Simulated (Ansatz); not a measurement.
Set up this calculation in Ansatz 0.2.0, as the native input.

| Item | Value |
| --- | --- |
| Task | band structure |
| Functional | r2SCANh |
| Potentials or basis | Ansatz PAW |
| Cutoff | 500 eV (not typed: the program's choice for these potentials) |
| k mesh | 5 × 5 × 5 |
| Occupations | fermi-dirac, width 0.05 eV |
| Spin | collinear spin, ferromagnetic start |
| Starting moments | [4.0, 0.0] μB |
| Path | [["G", "X", "W", "K", "G", "L", "U", "W", "L", "K"], ["U", "X"]] |
| Points for each segment of the path | 4 |

The system is MnS.

```xyz
2
Lattice="0.0000 2.6045 2.6045 2.6045 0.0000 2.6045 2.6045 2.6045 0.0000" Properties=species:S:1:pos:R:3 pbc="T T T"
Mn    0.0000    0.0000    0.0000
S     2.6045    2.6045    2.6045
```

The input as run:

input.yaml

```yaml
crystal:
  lattice:
    - [0.0, 2.6045, 2.6045]
    - [2.6045, 0.0, 2.6045]
    - [2.6045, 2.6045, 0.0]
  atoms:
    - { symbol: Mn, position: [0.0, 0.0, 0.0], spin: 4.0 }
    - { symbol: S, position: [0.5, 0.5, 0.5] }
hamiltonian:
  xc: r2scanh
  pseudopotentials: { kind: paw }
magnetization:
  spin_polarized: true
kpoints:
  mp_grid: { grid: [5, 5, 5] }
  band_path:
    path:
      - [[0.0, 0.0, 0.0], [0.5, 0.0, 0.5], [0.5, 0.25, 0.75], [0.375, 0.375, 0.75], [0.0, 0.0, 0.0], [0.5, 0.5, 0.5], [0.625, 0.25, 0.625], [0.5, 0.25, 0.75], [0.5, 0.5, 0.5], [0.375, 0.375, 0.75]]
      - [[0.625, 0.25, 0.625], [0.5, 0.0, 0.5]]
    npoints: 4
scf:
  occupations: { method: fermi_dirac, width: 0.05 }
  n_extra_bands: 6
output:
  forces: true
  stress: true
  eigenvalues: true
  fatbands: false
  write_density: true
  write_potential: true
  elf: true
  volumetric_format: npy
```

Potentials or basis: Ansatz PAW.

Command:

```sh
$ ansatz run input.yaml --threads 2 --pin off --max-ram 5632MiB --backend cpu --events-out ev --progress --plain --runs-dir out
```

Results of the run:

```
Pressure                : 1.5 GPa
Band gap on the k mesh  : 1.05 eV, indirect (least direct gap 3.10 eV)
Band gap along the path : 0.80 eV, indirect (least direct gap 3.08 eV)
Net moment              : 5.00 μB per cell
Absolute moment         : 5.00 μB per cell
Site moments            : Mn +4.50; S +0.17 μB
```

Caveat: the magnetic or orbital state may not be the lowest; the k mesh misses the band edges, so the gap on the mesh is wider than the one along the path; a cell with one magnetic atom can't hold antiferromagnetic order, which such compounds often take; the PAW data sets come from PBE, with cores solved anew for the run's functional, which leaves a small shift of forces and pressure; the thresholds are loose for stress.

Wall time 5.1 min on 2 threads of Arm Neoverse V1 (shared host), peak memory 0.9 GiB.
